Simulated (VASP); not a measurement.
All values below come from PBE GGA, VASP's PBE PAW potentials (set 64) (plane waves; VASP).

Input for VASP

**KPOINTS**
```
K-points
0
Gamma
  9 9 9
0 0 0
```

**INCAR**
```
SYSTEM = InN
PREC = Accurate
ENCUT = 280
EDIFF = 1E-8
NELM = 100
ALGO = Normal
LREAL = .FALSE.
LASPH = .TRUE.
ISMEAR = 0
SIGMA = 0.136
GGA = PE
LMAXMIX = 4
LWAVE = .FALSE.
LCHARG = .FALSE.
ISIF = 2
LEPSILON = .FALSE.
IBRION = 8
NSW = 1
```

### POSCAR
```
InN
3.6260590
  0.0000000000   0.7071068066   0.7071068066
  0.7071068066   0.0000000000   0.7071068066
  0.7071068066   0.7071068066   0.0000000000
In N
1 1
Cartesian
  0.0000000000   0.0000000000   0.0000000000
  0.3535534033   0.3535534033   0.3535534033
```

POTCAR, in this order: In_d N (PBE.64 set). Program: vasp_std.

The resulting files:

OSZICAR:
```
       N       E                     dE             d eps       ncg     rms          rms(c)
DAV:   1     0.967120887566E+02    0.96712E+02   -0.65808E+03   949   0.114E+03
DAV:   2    -0.527773918135E+01   -0.10199E+03   -0.97072E+02   990   0.287E+02
DAV:   3    -0.122978091072E+02   -0.70201E+01   -0.69522E+01  1120   0.825E+01
DAV:   4    -0.124305154317E+02   -0.13271E+00   -0.13263E+00  1032   0.120E+01
DAV:   5    -0.124352863782E+02   -0.47709E-02   -0.47709E-02  1135   0.208E+00    0.843E+00
DAV:   6    -0.107156977903E+02    0.17196E+01   -0.63616E+00  1357   0.405E+01    0.512E+00
DAV:   7    -0.106702476355E+02    0.45450E-01   -0.39578E-01   949   0.753E+00    0.231E+00
DAV:   8    -0.106531031182E+02    0.17145E-01   -0.83773E-02  1020   0.266E+00    0.425E-01
DAV:   9    -0.106504209464E+02    0.26822E-02   -0.65120E-03  1430   0.150E+00    0.231E-01
DAV:  10    -0.106508762716E+02   -0.45533E-03   -0.12517E-03   985   0.281E-01    0.492E-02
DAV:  11    -0.106509051328E+02   -0.28861E-04   -0.31148E-05  1150   0.547E-02    0.187E-02
DAV:  12    -0.106509055590E+02   -0.42618E-06   -0.36376E-06  1010   0.165E-02    0.572E-03
DAV:  13    -0.106509053788E+02    0.18015E-06   -0.12485E-06  1289   0.201E-02    0.173E-03
DAV:  14    -0.106509053338E+02    0.45006E-07   -0.15764E-07   970   0.318E-03    0.951E-04
DAV:  15    -0.106509053157E+02    0.18094E-07   -0.76439E-09   640   0.141E-03    0.464E-04
DAV:  16    -0.106509053329E+02   -0.17206E-07   -0.35457E-09   480   0.542E-04    0.142E-04
DAV:  17    -0.106509053418E+02   -0.88410E-08   -0.11101E-09   475   0.322E-04
   1 F= -.10650905E+02 E0= -.10650655E+02  d E =-.500029E-03
 Linear response reoptimize wavefunctions
DAV:   1    -0.106509053409E+02    0.87380E-09   -0.31014E-10   490   0.213E-04
DAV:   2    -0.106509053409E+02   -0.23647E-10   -0.71790E-11   475   0.828E-05
 Linear response DOF=           2
 Linear response progress:
  Degree of freedom:   1/  2
       N       E                     dE             d eps       ncg     rms          rms(c)
RMM:   1    -0.227432225604E+00   -0.22743E+00   -0.18047E-02  4239   0.653E+00
RMM:   2    -0.228043065789E+00   -0.61084E-03   -0.16672E-02  4941   0.156E+00    0.136E-01
RMM:   3    -0.227831051360E+00    0.21201E-03   -0.20664E-03  5770   0.467E-01    0.596E-02
RMM:   4    -0.227501723456E+00    0.32933E-03   -0.16339E-04  5759   0.143E-01    0.415E-02
RMM:   5    -0.227216708208E+00    0.28502E-03   -0.29075E-05  5682   0.569E-02    0.642E-03
RMM:   6    -0.227234552574E+00   -0.17844E-04    0.13013E-06  6087   0.202E-02    0.573E-03
RMM:   7    -0.227244891213E+00   -0.10339E-04    0.45361E-06  5629   0.730E-03    0.324E-03
RMM:   8    -0.227265973336E+00   -0.21082E-04   -0.14623E-06  5862   0.367E-03    0.103E-03
RMM:   9    -0.227261778094E+00    0.41952E-05   -0.22029E-06  6023   0.128E-03    0.429E-04
RMM:  10    -0.227261111158E+00    0.66694E-06    0.28323E-07  6250   0.604E-04    0.129E-04
RMM:  11    -0.227261025661E+00    0.85497E-07   -0.19464E-07  6222   0.309E-04    0.104E-04
RMM:  12    -0.227260767631E+00    0.25803E-06   -0.20175E-07  6350   0.158E-04    0.194E-05
RMM:  13    -0.227260719812E+00    0.47819E-07    0.16205E-08  6544   0.857E-05    0.184E-05
RMM:  14    -0.227260676536E+00    0.43276E-07    0.41756E-08  6406   0.589E-05    0.150E-06
RMM:  15    -0.227260681428E+00   -0.48914E-08   -0.14498E-08  6086   0.432E-05    0.258E-06
 Linear response progress:
  Degree of freedom:   2/  2
       N       E                     dE             d eps       ncg     rms          rms(c)
RMM:   1    -0.219200498981E+00   -0.21920E+00    0.17827E-01  6598   0.353E+00
RMM:   2    -0.216205612717E+00    0.29949E-02   -0.56294E-03  4887   0.997E-01    0.191E-01
RMM:   3    -0.217500183698E+00   -0.12946E-02   -0.13278E-03  5632   0.369E-01    0.948E-02
RMM:   4    -0.218817033735E+00   -0.13169E-02   -0.42907E-04  5551   0.174E-01    0.140E-02
RMM:   5    -0.218839253326E+00   -0.22220E-04   -0.33790E-05  5934   0.484E-02    0.111E-02
RMM:   6    -0.218810000556E+00    0.29253E-04   -0.51875E-06  5754   0.170E-02    0.467E-03
RMM:   7    -0.218822592377E+00   -0.12592E-04   -0.51435E-07  5931   0.515E-03    0.388E-03
RMM:   8    -0.218823520610E+00   -0.92823E-06   -0.85000E-08  5764   0.210E-03    0.160E-03
RMM:   9    -0.218826617010E+00   -0.30964E-05   -0.18366E-08  6151   0.916E-04    0.650E-04
RMM:  10    -0.218825450182E+00    0.11668E-05   -0.12844E-08  6060   0.283E-04    0.162E-04
RMM:  11    -0.218825580463E+00   -0.13028E-06   -0.92511E-09  6415   0.119E-04    0.914E-05
RMM:  12    -0.218825487699E+00    0.92765E-07    0.10053E-08  6159   0.503E-05    0.325E-05
RMM:  13    -0.218825484669E+00    0.30296E-08   -0.47234E-09  6415   0.255E-05    0.847E-06
 Linear response finished
```

File OUTCAR:
```
------------------------ aborting loop because EDIFF is reached ----------------------------------------

   1 f  =   12.006023 THz    75.436068 2PiTHz  400.477824 cm-1    49.652900 meV
             X         Y         Z           dx          dy          dz
      0.000000  0.000000  0.000000     0.327757    0.000000   -0.000000
      1.282005  1.282005  1.282005    -0.944762    0.000000   -0.000000

   2 f  =   12.006023 THz    75.436068 2PiTHz  400.477824 cm-1    49.652900 meV
             X         Y         Z           dx          dy          dz
      0.000000  0.000000  0.000000     0.000000    0.000000   -0.327757
      1.282005  1.282005  1.282005     0.000000   -0.000000    0.944762

   3 f  =   12.006023 THz    75.436068 2PiTHz  400.477824 cm-1    49.652900 meV
             X         Y         Z           dx          dy          dz
      0.000000  0.000000  0.000000     0.000000   -0.327757    0.000000
      1.282005  1.282005  1.282005     0.000000    0.944762    0.000000

   4 f/i=    0.024385 THz     0.153217 2PiTHz    0.813405 cm-1     0.100849 meV
             X         Y         Z           dx          dy          dz
      0.000000  0.000000  0.000000     0.010291   -0.257965   -0.908803
      1.282005  1.282005  1.282005     0.003570   -0.089493   -0.315282

   5 f/i=    0.024385 THz     0.153217 2PiTHz    0.813405 cm-1     0.100849 meV
             X         Y         Z           dx          dy          dz
      0.000000  0.000000  0.000000     0.938819   -0.098513    0.038594
      1.282005  1.282005  1.282005     0.325695   -0.034176    0.013389

   6 f/i=    0.024385 THz     0.153217 2PiTHz    0.813405 cm-1     0.100849 meV
             X         Y         Z           dx          dy          dz
      0.000000  0.000000  0.000000    -0.105302   -0.903507    0.255270
      1.282005  1.282005  1.282005    -0.036531   -0.313445    0.088558

 ELASTIC MODULI CONTR FROM IONIC RELAXATION (kBar)
 Direction    XX          YY          ZZ          XY          YZ          ZX
 --------------------------------------------------------------------------------
 XX          -0.0000     -0.0000     -0.0000     -0.0000      0.0000     -0.0000
 YY          -0.0000     -0.0000     -0.0000     -0.0000     -0.0000     -0.0000
 ZZ          -0.0000     -0.0000     -0.0000      0.0000     -0.0000     -0.0000
 XY          -0.0000     -0.0000      0.0000   -222.1530     -0.0000     -0.0000
 YZ           0.0000     -0.0000     -0.0000     -0.0000   -222.1530      0.0000
 ZX          -0.0000     -0.0000     -0.0000     -0.0000      0.0000   -222.1530
 --------------------------------------------------------------------------------
```
(Selected blocks of OUTCAR.)

At this cut-off the stress carries a Pulay error, which pulls relaxed volumes low.

The structure comes from a computed database's InN entry; how it stands against other phases isn't given here. The cell was not relaxed at this level. The run is one of a series of settings (EDIFF = 1E-8, ENCUT = 280, IBRION = 8, LEPSILON = .FALSE., NSW = 1 against the base run), some of them coarse on purpose.
